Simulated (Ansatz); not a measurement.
Crystal: BaTiO3.

```
CELL_PARAMETERS angstrom
-3.80268 -0.05658 -0.02182
-0.02191 -0.03168 -4.13033
-0.11316 -7.97351 -0.06307
ATOMIC_POSITIONS crystal
Ba 0.04486 0.90917 0.49511
Ba 0.00815 0.92181 0.02441
Ti 0.45719 0.52057 0.20539
Ti 0.50232 0.47064 0.76225
O 0.48144 0.03993 0.24039
O 0.45629 0.07298 0.69357
O 0.53803 0.54059 0.44980
O 0.52906 0.55800 0.03050
O 0.98202 0.45740 0.26038
O 0.00064 0.50892 0.83819
```

```yaml
Program: Ansatz 0.2.0
Task: relaxation of cell and atoms
Functional: r2SCAN
Dispersion: D3(BJ)
Potentials_or_basis: Ansatz PAW
Cutoff: "500 eV (not typed: the program's choice for these potentials)"
k_mesh: 7 × 7 × 4
Occupations: fermi-dirac, width 0.05 eV
Spin: no spin polarisation
```

At the start: volume 12.52 Å³/atom.

Question: How do energy, volume and symmetry change on relaxing?

Answer: It ends after 10 steps and the volume is 12.85 Å³/atom (+2.6 %); space group R3m (No. 160, to 0.05 Å).

Step by step:
```tsv
step	energy change (eV)	largest force (eV/Å)	volume (Å³)
1	0.0000	27.1825	125.20
2	-6.9972	10.7370	131.67
3	-9.7251	3.2666	131.41
4	-10.6199	1.2962	131.45
5	-10.8180	0.1217	128.57
6	-10.8259	0.0578	128.71
7	-10.8269	0.0021	128.54
8	-10.8284	0.0015	128.54
9	-10.8284	0.0040	128.50
10	-10.8284	0.0041	128.50
```

Final structure:
```
Ba Ti O
1.0
    -4.00495   -0.00557   -0.00544
    -0.00597   -0.00583   -4.00510
    -0.01168   -8.01104   -0.01107
Ba Ti O
2 2 6
Direct
  0.99388 0.99386 0.49688
  0.99387 0.99386 0.99694
  0.48143 0.48140 0.24064
  0.48143 0.48139 0.74066
  0.50552 0.01370 0.25279
  0.50552 0.01369 0.75277
  0.50551 0.50552 0.50688
  0.50549 0.50551 0.00687
  0.01367 0.50554 0.25279
  0.01368 0.50554 0.75277
```

Caveat: the plane-wave basis is chosen anew once the cell has moved, so the energies of steps on either side of that aren't comparable; the PAW data sets come from PBE, with cores solved anew for the run's functional, which leaves a small shift of forces and pressure; the dispersion damping was fitted for another functional or another form of the correction.
